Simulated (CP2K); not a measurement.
WC under changes of volume

One of the cells (10.542 Å³/atom); the others are scaled copies at fixed shape and fractional positions:

```xyz
2
Lattice="3.1009 0.0000 0.0000 1.5505 2.6855 0.0000 1.5505 0.8952 2.5319" Properties=species:S:1:pos:R:3 pbc="T T T"
W     0.0000    0.0000    0.0000
C     3.1009    1.7903    1.2659
```

Measurements of this composition are mostly on another form, of space group No. 187.

```yaml
Program: CP2K 2026.2
Functional: PBEsol
Potentials_or_basis: POTENTIAL_UZH W GTH-PBE-q14, C GTH-PBE-q4; TZVP-MOLOPT-PBE-GTH basis
Density_cutoff: 6123 eV
k_mesh: 10 × 10 × 10
Occupations: fermi-dirac, width 0.05 eV
Spin: no spin polarisation
```

```tsv
volume (Å³/atom)	energy over the lowest point (meV/atom)	pressure (GPa)
9.910	10.27	12.4
10.120	0.00	3.5
10.331	?	?
10.542	11.56	-11.6
10.753	31.21	-18.0
10.964	58.86	-23.8
11.175	93.63	-28.9
```

Task: What does the run at 10.331 Å³/atom give?

Result: Energy over the lowest point 0.81 meV/atom; pressure -4.5 GPa.

Worked out: A Birch-Murnaghan fit of order 3 (a polynomial in V^(-2/3)) to the other rows has its minimum at 10.21 Å³/atom with B0 = V·E''(V) = 390 GPa and B' = 4.4. It gives 0.80 meV/atom at 10.331 Å³/atom, against the run's 0.81, and -dE/dV = -4.5 GPa, against -4.5.

Energies are extrapolated to zero smearing.

Caveats: the potentials were made for another functional, which shifts forces and pressure; the basis of atomic orbitals isn't converged, which shifts pressures, moduli and gaps.
